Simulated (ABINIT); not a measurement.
CoO: single point with PBE

The system is CoO.

```
CELL_PARAMETERS angstrom
0.00000 2.13150 2.13150
2.13150 0.00000 2.13150
2.13150 2.13150 0.00000
ATOMIC_POSITIONS crystal
Co 0.00000 0.00000 0.00000
O 0.50000 0.50000 0.50000
```

```json
{
 "Program": "ABINIT 10.8.3 (patched build)",
 "Task": "single point",
 "Functional": "PBE",
 "Potentials or basis": "JTH PAW PBE v2.0",
 "Cutoff": "707 eV",
 "k mesh": "6 × 6 × 6",
 "Occupations": "fermi-dirac, width 0.05 eV",
 "Spin": "collinear spin, random start",
 "Starting moments": "[2.36, 0.0] μB",
 "Fine-grid cutoff": "1306.15 eV"
}
```

```json
{"Pressure": "-3.6 GPa", "Band gap on the k mesh": "none (metal or under the smearing width)", "Net moment": "2.80 μB per cell", "Site moments": "Co +2.49; O +0.25 μB", "Valence electrons inside the program's atomic spheres": "Co 15.27; O 4.50"}
```

Levels at points of the mesh, in eV from the Fermi level:
Spin up:
```
           k point  band 9  band 10  band 11  band 12  band 13  band 14  band 15  band 16
(0.00, 0.00, 0.00)   -3.19    -3.19    -3.01    -3.01    -3.01     0.89    16.73    17.98
(0.50, 0.00, 0.00)   -2.28    -2.28    -1.75     0.11     0.11     4.98     9.24    13.32
(0.50, 0.50, 0.00)   -3.88    -2.87    -2.37    -1.99    -1.99     5.75     9.73    11.60
```
Spin down:
| k point | band 6 | band 7 | band 8 | band 9 | band 10 | band 11 | band 12 | band 13 | band 14 | band 15 |
| --- | --- | --- | --- | --- | --- | --- | --- | --- | --- | --- |
| (0.00, 0.00, 0.00) | -2.71 | -2.71 | -2.71 | -1.11 | -1.11 | -1.11 | 0.07 | 0.07 | 1.40 | 16.62 |
| (0.50, 0.00, 0.00) | -7.67 | -4.71 | -4.71 | -0.13 | -0.13 | 0.16 | 2.68 | 2.68 | 5.25 | 9.97 |
| (0.50, 0.50, 0.00) | -6.48 | -3.94 | -3.94 | -2.24 | 0.13 | 0.13 | 0.55 | 0.99 | 6.57 | 10.15 |

It took 37 s on 1 thread of Arm Neoverse V1, with other jobs on the host, peak memory 0.14 GiB.

Caveat: the k mesh is coarse (spacing up to 0.43 Å⁻¹), so the values aren't converged; a cell with one magnetic atom can't hold antiferromagnetic order, which such compounds often take; semilocal functionals often make such compounds metallic where correlation or magnetic order opens a gap, which also shifts bond lengths. With open d or f shells a metallic result of PBE can be an artefact of self-interaction; +U or a hybrid may open a gap.
